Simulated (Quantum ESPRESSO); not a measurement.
# Au: phonon spectrum and thermodynamics under several settings

```
CELL_PARAMETERS angstrom
0.00000 2.03500 2.03500
2.03500 0.00000 2.03500
2.03500 2.03500 0.00000
ATOMIC_POSITIONS crystal
Au 0.00000 0.00000 0.00000
```

All runs used Quantum ESPRESSO 7.5; relaxed cell; no spin polarisation; cutoff 612 eV; occupations methfessel-paxton, width 0.272 eV; q mesh 4 × 4 × 4.

```csv
level,potentials,k mesh (s: shifted),volume (Å³/atom),highest frequency (cm⁻¹),zero-point energy (meV/atom),entropy at room temperature (k_B/atom)
PBEsol,GBRV 1.5 PBEsol,12 × 12 × 12,16.97,155,16.6,5.80
PBE,GBRV 1.5 PBE,8 × 8 × 8,?,?,?,?
```

Task: What stands in the row left open?

Result: Volume 18.01 Å³/atom; highest frequency 139 cm⁻¹; zero-point energy 14.3 meV/atom; entropy at room temperature 6.24 k_B/atom.

Caveats: λ from interpolated matrix elements is rough: modes that symmetry makes equal can differ by tens of percent; the mesh is thin for the phonons of a metal (some runs).

For the row left open. Caveat: the k mesh is coarse; the mesh is thin for the phonons of a metal; λ from interpolated matrix elements is rough: modes that symmetry makes equal can differ by tens of percent.
